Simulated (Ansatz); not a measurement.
HfO2 (Pca2_1) from a database of computed structures, relaxed with r2SCAN in Ansatz. The symmetry is Pca2_1 (No. 29, orthorhombic); conventional cell a = 5.247 Å, b = 5.030 Å, c = 5.059 Å, 11.13 Å³ an atom. Around Hf lie 7 O at 2.03–2.24 Å; around O lie 3 Hf at 2.03–2.14 Å; around O lie 4 Hf at 2.12–2.24 Å.

The axes x, y and z are those of this cell:
```
CELL_PARAMETERS angstrom
5.24651 0.00000 0.00000
0.00000 5.03037 0.00000
0.00000 0.00000 5.05930
ATOMIC_POSITIONS crystal
Hf 0.03251 0.26702 0.24109
Hf 0.46749 0.26702 0.74109
Hf 0.53251 0.73298 0.24109
Hf 0.96749 0.73298 0.74109
O 0.36703 0.07001 0.38077
O 0.13297 0.07001 0.88077
O 0.73217 0.46109 0.49114
O 0.76783 0.46109 0.99114
O 0.26783 0.53891 0.99114
O 0.23217 0.53891 0.49114
O 0.86703 0.92999 0.38077
O 0.63297 0.92999 0.88077
```

Unstrained: The PBE gap is indirect, 4.425 eV (Γ to k = (0.266, -1/2, 0.354)), below the direct gap of 4.638 eV at k = (0.100, 1/2, 0). The r2SCAN gap is indirect, 4.943 eV (Γ to k = (0.266, -1/2, 0.354)), below the direct gap of 5.164 eV at k = (0.100, 1/2, 0). The HSE06 gap is indirect, 6.083 eV (Γ to k = (0.266, -1/2, 0.354)), below the direct gap of 6.333 eV at k = (0.100, 1/2, 0). Meshes: PBE 6×6×6, r2SCAN 6×6×6, HSE06 4×4×4. Strains are changes of length per length. After each strain the atoms were relaxed again with r2SCAN within the symmetry that the strain leaves, so tilts or polar shifts that break it weren't tested; points keep the names that they have in the unstrained zone. The values are computed, spin-unpolarised, and not measurements.

Question: Apply isotropic +1.0 % on every length. How far does the gap move, against the unstrained cell?

Answer: PBE: the gap goes from 4.425 to 4.386 eV (-0.039 eV); the edges go from Γ → (0.266, -1/2, 0.354) to Γ → (0.276, -1/2, 0.370). r2SCAN: the gap goes from 4.943 to 4.897 eV (-0.046 eV); the edges go from Γ → (0.266, -1/2, 0.354) to Γ → (0.276, -1/2, 0.370). HSE06: the gap goes from 6.083 to 6.040 eV (-0.043 eV); the edges go from Γ → (0.266, -1/2, 0.354) to Γ → (0.276, -1/2, 0.370). The r2SCAN energy rises by 6.6 meV an atom.

Question: Estimate what isotropic +2.0 % on every length does to the gap.

Answer: PBE: the gap goes from 4.425 to 4.430 eV (+0.005 eV); the edges go from Γ → (0.266, -1/2, 0.354) to Γ → (0.276, -1/2, 0.396). r2SCAN: the gap goes from 4.943 to 4.936 eV (-0.007 eV); the edges go from Γ → (0.266, -1/2, 0.354) to Γ → (0.276, -1/2, 0.396). HSE06: the gap goes from 6.083 to 6.085 eV (+0.002 eV); the edges go from Γ → (0.266, -1/2, 0.354) to Γ → (0.276, -1/2, 0.396). The r2SCAN energy rises by 24.7 meV an atom.

Question: Estimate what isotropic +3.0 % on every length does to the gap.

Answer: PBE: the gap goes from 4.425 to 4.679 eV (+0.254 eV); the edges go from Γ → (0.266, -1/2, 0.354) to Γ–Z (0.18) → Γ–Z (0.76). r2SCAN: the gap goes from 4.943 to 5.228 eV (+0.285 eV); the edges go from Γ → (0.266, -1/2, 0.354) to Γ–Z (0.18) → Γ–Z (0.76). HSE06: the gap goes from 6.083 to 6.371 eV (+0.288 eV); the edges go from Γ → (0.266, -1/2, 0.354) to Γ–Z (0.18) → Γ–Z (0.76). The r2SCAN energy rises by 37.3 meV an atom.

Question: Apply isotropic -3.0 % on every length. How far does the gap move, against the unstrained cell?

Answer: PBE: the gap goes from 4.425 to 4.692 eV (+0.267 eV); the edges go from Γ → (0.266, -1/2, 0.354) to Γ → Y; with r2SCAN the top three valence levels at Γ, grouped 1+1+1 from the top over 184 meV, become 1+1+1 over 95 meV. r2SCAN: the gap goes from 4.943 to 5.239 eV (+0.296 eV); the edges go from Γ → (0.266, -1/2, 0.354) to Γ → Y. HSE06: the gap goes from 6.083 to 6.389 eV (+0.306 eV); the edges go from Γ → (0.266, -1/2, 0.354) to Γ → Y. The r2SCAN energy rises by 69.2 meV an atom.

Question: Estimate what isotropic -1.0 % on every length does to the gap.

Answer: PBE: the gap goes from 4.425 to 4.511 eV (+0.086 eV); the edges go from Γ → (0.266, -1/2, 0.354) to Γ–Y (0.08) → (1/4, -1/2, 0.349); with r2SCAN the top three valence levels at Γ, grouped 1+1+1 from the top over 184 meV, become 1+1+1 over 139 meV. r2SCAN: the gap goes from 4.943 to 5.040 eV (+0.097 eV); the edges go from Γ → (0.266, -1/2, 0.354) to Γ–Y (0.08) → (1/4, -1/2, 0.349). HSE06: the gap goes from 6.083 to 6.179 eV (+0.096 eV); the edges go from Γ → (0.266, -1/2, 0.354) to Γ–Y (0.08) → (1/4, -1/2, 0.349). The r2SCAN energy rises by 7.3 meV an atom.

Question: Apply isotropic -2.0 % on every length. How far does the gap move, against the unstrained cell?

Answer: PBE: the gap goes from 4.425 to 4.629 eV (+0.204 eV); the edges go from Γ → (0.266, -1/2, 0.354) to Γ → (0.229, -1/2, 0.344); with r2SCAN the top three valence levels at Γ, grouped 1+1+1 from the top over 184 meV, become 1+1+1 over 95 meV. r2SCAN: the gap goes from 4.943 to 5.163 eV (+0.220 eV); the edges go from Γ → (0.266, -1/2, 0.354) to Γ → (0.229, -1/2, 0.344). HSE06: the gap goes from 6.083 to 6.294 eV (+0.211 eV); the edges go from Γ → (0.266, -1/2, 0.354) to Γ → (0.229, -1/2, 0.344). The r2SCAN energy rises by 30.0 meV an atom.

No spin-orbit coupling is included; it can move band edges with weight on the heavy atoms by tenths of an eV.

Where an edge lies off the special points, it is a point of the mesh or the k point where a search put PBE's edge or least direct gap, reused for the other functionals, whose own edges may lie a little apart.

Coordinates of k points refer to the reciprocal vectors of the primitive cell of the runs.

The meshes of the hybrids are coarse, so their gaps aren't converged to the digits shown.

The splittings at Γ are without spin-orbit coupling, which regroups them where it is of like size or larger.
